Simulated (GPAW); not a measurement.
# GaN (F-43m) in GPAW: further runs

One crystal, GaN, is run at these levels: rSCAN, PBEsol; tasks: equation of state, elastic constants.

All numbers are computed with GPAW 26.7.0; they aren't measurements. Logs are shortened: lines on timing, memory, paths and dates and some standing lists are left out, and cuts for length are marked. The log counts tension as positive stress, the text compression.

## Step 1: The crystal as given

The structure is cubic, space group F-43m (No. 216). The conventional cell has a = 4.507 Å, b = 4.507 Å, c = 4.507 Å, α = 90.00°, β = 90.00°, γ = 90.00°. Ga (site symmetry -43m) is surrounded by 4 N at 1.95 Å. Around N (site symmetry -43m) lie 4 Ga at 1.95 Å.

The cell is a database's computed one.

## Step 2: Equation of state, rSCAN

Input file run.py:

```python
from ase.eos import EquationOfState
from ase.io import Trajectory, read
from ase.units import GPa
from gpaw import GPAW, PW

atoms = read('POSCAR')

traj = Trajectory('eos.traj', 'w')
volumes, energies = [], []
for x in [0.94, 0.96, 0.98, 1.0, 1.02, 1.04, 1.06]:
    a = atoms.copy()
    a.set_cell(atoms.cell * x**(1 / 3), scale_atoms=True)
    calc = GPAW(mode=PW(800),
                xc='MGGA_X_RSCAN+MGGA_C_RSCAN',
                kpts={'size': (10, 10, 10), 'gamma': True},
                occupations={'name': 'fermi-dirac', 'width': 0.05},
                nbands=11,
                convergence={'density': 1e-05, 'energy': 1e-05},
                maxiter=150,
                txt=f'eos-{x:.2f}.txt')
    a.calc = calc
    energies.append(a.get_potential_energy(force_consistent=True))
    volumes.append(a.get_volume())
    p = -a.get_stress()[:3].mean() / GPa
    calc.write(f'eos-{x:.2f}.gpw')
    traj.write(a)
    print(f'{x:.2f} {volumes[-1]:10.4f} A^3 {energies[-1]:14.6f} eV {p:9.3f} GPa', flush=True)

v0, e0, B = EquationOfState(volumes, energies, eos='birchmurnaghan').fit()
print(f'V0 = {v0:.4f} A^3, E0 = {e0:.6f} eV, B0 = {B / GPa:.2f} GPa')
```

Input file POSCAR:

```
GaN
1.0
    0.0000000000      2.2535006075      2.2535006075
    2.2535006075      0.0000000000      2.2535006075
    2.2535006075      2.2535006075      0.0000000000
Ga N
1 1
Direct
    0.0000000000      0.0000000000      0.0000000000
    0.2500000000      0.2500000000      0.2500000000
```

Potentials or basis: GPAW PAW data sets (gpaw-data 1.2.1), pw.

Command:

```
$ OMP_NUM_THREADS=1 python run.py
```

What it wrote:

```text
__  _  _
 | _ |_)|_||  |
 |__||  | ||/\| - 26.7.0

Input parameters:
  mode=PW(ecut=800.0),
  convergence={'density': 1e-05, 'energy': 1e-05},
  kpts=MonkhorstPack(size=(10, 10, 10), gamma=True),
  maxiter=150,
  nbands=11,
  occupations=Occupations(name='fermi-dirac', width=0.05),
  xc=XC(name='MGGA_X_RSCAN+MGGA_C_RSCAN')

Diagonalizing LCAO Hamiltonian
Converting LCAO to pw mode

           N
       Ga

Atoms  # Å, Bohr magnetons
|   | symbol |        x |        y |        z |    initial magnetic moments |
|---|--------|----------|----------|----------|-----------------------------|
| 0 |     Ga | 0.000000 | 0.000000 | 0.000000 | ( 0.0000,  0.0000,  0.0000) |
| 1 |      N | 1.103749 | 1.103749 | 1.103749 | ( 0.0000,  0.0000,  0.0000) |

Unit cell  # Å
| periodic |        x |        y |        z |  lengths |    angles |
|----------|----------|----------|----------|----------|-----------|
|      yes | 0.000000 | 2.207498 | 2.207498 | 3.121873 | 60.000000 |
|      yes | 2.207498 | 0.000000 | 2.207498 | 3.121873 | 60.000000 |
|      yes | 2.207498 | 2.207498 | 0.000000 | 3.121873 | 60.000000 |

Number of symmetries: 24
Symmetry operations  # r_c * U_cc + t_c -> r_c
|    | kind |            matrix            |
|----|------|------------------------------|
|  0 |  E   |  1, 0, 0,  0, 1, 0,  0, 0, 1 |
|  1 |  σ   |  1, 0, 0,  0, 0, 1,  0, 1, 0 |
|  2 |  σ   |  1, 0,-1,  0, 1,-1,  0, 0,-1 |
|  3 |  C3  |  1, 0,-1,  0, 0,-1,  0, 1,-1 |
|  4 |  C3  |  1,-1, 0,  0,-1, 1,  0,-1, 0 |
|  5 |  σ   |  1,-1, 0,  0,-1, 0,  0,-1, 1 |
|  6 |  σ   |  0, 1, 0,  1, 0, 0,  0, 0, 1 |
|  7 |  C3  |  0, 1, 0,  0, 0, 1,  1, 0, 0 |
|  8 |  C2  |  0, 1,-1,  1, 0,-1,  0, 0,-1 |
|  9 |  S4  |  0, 1,-1,  0, 0,-1,  1, 0,-1 |
| 10 |  C3  |  0, 0, 1,  1, 0, 0,  0, 1, 0 |
| 11 |  σ   |  0, 0, 1,  0, 1, 0,  1, 0, 0 |
| 12 |  S4  |  0, 0,-1,  1, 0,-1,  0, 1,-1 |
| 13 |  C3  |  0, 0,-1,  0, 1,-1,  1, 0,-1 |
| 14 |  S4  |  0,-1, 1,  1,-1, 0,  0,-1, 0 |
| 15 |  C2  |  0,-1, 1,  0,-1, 0,  1,-1, 0 |
| 16 |  C3  |  0,-1, 0,  1,-1, 0,  0,-1, 1 |
| 17 |  S4  |  0,-1, 0,  0,-1, 1,  1,-1, 0 |
| 18 |  S4  | -1, 1, 0, -1, 0, 1, -1, 0, 0 |
| 19 |  C3  | -1, 1, 0, -1, 0, 0, -1, 0, 1 |
| 20 |  C3  | -1, 0, 1, -1, 1, 0, -1, 0, 0 |
| 21 |  S4  | -1, 0, 1, -1, 0, 0, -1, 1, 0 |
| 22 |  σ   | -1, 0, 0, -1, 1, 0, -1, 0, 1 |
| 23 |  C2  | -1, 0, 0, -1, 0, 1, -1, 1, 0 |

BZ-sampling:
  Number of BZ points: 1000
  Number of IBZ points: 47

  Monkhorst-Pack size: [10, 10, 10]
  Monkhorst-Pack shift: [0.05, 0.05, 0.05]

K-points  # in reciprocal-cell coordinates
|     |                                coordinates |     weight |
|-----|--------------------------------------------|------------|
|   0 | (  0.00000000,   0.00000000,   0.00000000) | 0.00100000 |
|   1 | (  0.10000000,   0.10000000,   0.00000000) | 0.00600000 |
|   2 | (  0.10000000,   0.10000000,   0.10000000) | 0.00800000 |
|   3 | (  0.20000000,   0.10000000,   0.10000000) | 0.01200000 |
|   4 | (  0.20000000,   0.20000000,   0.00000000) | 0.00600000 |
|   5 | (  0.20000000,   0.20000000,   0.10000000) | 0.02400000 |
|   6 | (  0.20000000,   0.20000000,   0.20000000) | 0.00800000 |
|   7 | (  0.30000000,   0.20000000,   0.10000000) | 0.02400000 |
|   8 | (  0.30000000,   0.20000000,   0.20000000) | 0.02400000 |
|   9 | (  0.30000000,   0.30000000,   0.00000000) | 0.00600000 |
| ... |                                            |            |
|  46 | (  0.50000000,   0.50000000,   0.50000000) | 0.00400000 |

Plane wave coefficients: 1117
Cutoff: 800.0 eV

Spin-components: 1 (collinear spins)
Bands:           11
Projectors:      10
Spin-degeneracy: 2
Datatype:        complex128

Parallelization:
  kpt:    1
  domain: 1
  band:   1

Density:
  Valence electrons: 8.0
  Components: 1
  Grid points: [21 21 21]
  Charge: 0.0  # |e|

Potential:
  Grid points: [21 21 21]

species:
  Ga:
    name:    Gallium
    Z:       31.0
    valence: 3
    core:    28
    charge:  0.0  # [|e|]
    compensation charges:
      type: gauss
      rc: 0.37  # [Å]
      lmax: 2
    cutoffs:
      filter: 2.06  # [Å]
      core: 4.17  # [Å]
    projectors
    | kind |    occ | energy [eV] | rcut [Å] |
    |------|--------|-------------|----------|
    |   4s |  2.000 |      -8.945 |    1.164 |
    |   4p |  1.000 |      -2.580 |    1.164 |
    |    s |        |      18.266 |    1.164 |
    |    p |        |      24.631 |    1.164 |
    |    d |        |       0.000 |    1.164 |

    Using partial waves for Ga as LCAO basis

  N:
    name:    Nitrogen
    Z:       7.0
    valence: 5
    core:    2
    charge:  0.0  # [|e|]
    compensation charges:
      type: gauss
      rc: 0.18  # [Å]
      lmax: 2
    cutoffs:
      filter: 1.11  # [Å]
      core: 0.96  # [Å]
    projectors
    | kind |    occ | energy [eV] | rcut [Å] |
    |------|--------|-------------|----------|
    |   2s |  2.000 |     -18.583 |    0.603 |
    |   2p |  3.000 |      -7.089 |    0.529 |
    |    s |        |       8.629 |    0.603 |
    |    p |        |      20.123 |    0.529 |
    |    d |        |       0.000 |    0.577 |

    Using partial waves for N as LCAO basis

Reference energy: -54366.393033  # eV

eigensolver:
  PPCG
  Converge bands: occupied
  niter=2

density mixing:
  MSR1-Mixer
  Pratt-step length: 0.05
  Maximum mixing coefficient: 0.75
  Old densities: 10
  SVD Regularization: 0.005
  Good broyden scale: 1.0
  Trust region scale: 1.0
  Backstep threshold: 4.0
  History deletion threshold: 6.0
  Fourier metric: weight=20.0, sigma=0.015

occupation numbers:
  Fermi-Dirac:
    width: 0.0500  # eV

poisson solver:
  ecut: 6400.0  # eV

xc functional:
  name: MGGA_X_RSCAN+MGGA_C_RSCAN with 2 nearest neighbor stencil

convergence criteria:
- Maximum integral of absolute [dens]ity change: 1e-05 electrons / valence electron
- Maximum [total energy] change in last 3 cyles: 1e-05 eV / valence electron
- Maximum integral of absolute [eigenst]ate change: 4e-08 eV^2 / valence electron
maximum number of iterations: 150

SCF iterations
|iter     | |      energy | eigst |  dens |
|---------|-|-------------|-------|-------|
|iter:   1| |  -34.257659 | -0.16 |       |
|iter:   2| |  -30.386579 | -1.27 | -0.57 |
|iter:   3| |  -29.336154 | -0.67 | -0.62 |
|iter:   4| |  -29.379947 | -2.18 | -1.23 |
|iter:   5| |  -29.385002 | -3.00 | -1.57 |
|iter:   6| |  -29.384929 | -4.69 | -2.61 |
|iter:   7| |  -29.384938c| -5.83 | -3.12 |
|iter:   8| |  -29.384938c| -7.70c| -4.11 |
|iter:   9| |  -29.384938c| -7.56c| -4.59 |
|iter:  10| |  -29.384938c| -8.74c| -5.84c|

Converged in 10 steps
Energy contributions relative to reference atoms: (reference = -54366.393033)

Energy contributions:
  Kinetic:          43.827081
  Coulomb:         -37.671942
  Zero:              0.135822
  External:          0.000000
  Xc:              -35.675899
  Entropy:          -0.000000
  Spinorbit:         0.000000
  ----------------------------
  Free energy:     -29.384938
  Extrapolated:    -29.384938

dipole moment: (-12.300033, -12.300033, -12.300033)  # |e|*Ang

Fermi level: 7.720
Eigenvalues  # (at kpt = [0.000, 0.000, 0.000])
| band index |      eig [eV] | occ [0-2] |
|------------|---------------|-----------|
|          0 |       -10.345 |     2.000 |
|          1 |         6.803 |     2.000 |
|          2 |         6.804 |     2.000 |
|          3 |         6.804 |     2.000 |
|          4 |         9.559 |     0.000 |
|          5 |        18.346 |     0.000 |
|          6 |        18.346 |     0.000 |
|          7 |        18.346 |     0.000 |
|          8 |        26.172 |     0.000 |
|          9 |        26.206 |     0.000 |
|         10 |        26.323 |     0.000 |

Gap: 2.755 eV
Transition (v -> c):
  (s=0, k=0, n=3, [0.00, 0.00, 0.00]) -> (s=0, k=0, n=4, [0.00, 0.00, 0.00])
No difference between direct/indirect transitions

Stress tensor  # eV/Ang^3
|         x |         y |         z |
|-----------|-----------|-----------|
| -0.132759 |  0.000000 |  0.000000 |
|  0.000000 | -0.132759 |  0.000000 |
|  0.000000 |  0.000000 | -0.132759 |

# Writing to eos-0.94.gpw (mode='')
```

Wall time 5.4 min (1 thread of Arm Neoverse V1, shared host); peak memory 0.5 GiB.

What came out:

| Property | Result |
| --- | --- |
| Equilibrium volume | 11.70 Å³/atom (rough: see the caveat) |
| Bulk modulus | 214 GPa (rough) |

Energy against volume, from the lowest point:
| volume (Å³/atom) | energy (meV/atom) |
| --- | --- |
| 10.757 | 59.81 |
| 10.986 | 33.00 |
| 11.215 | 14.76 |
| 11.444 | 4.02 |
| 11.673 | 0.00 |
| 11.902 | 2.19 |
| 12.131 | 9.72 |

Caveat: the data sets keep Ga 3d, Li 1s and Be 1s frozen, and some such compounds lay over 1.5 % in volume off other programs; the points scatter about the fit; the PAW data sets were made with another functional, which shifts forces and pressure a little.

[end of part 1 of 2]
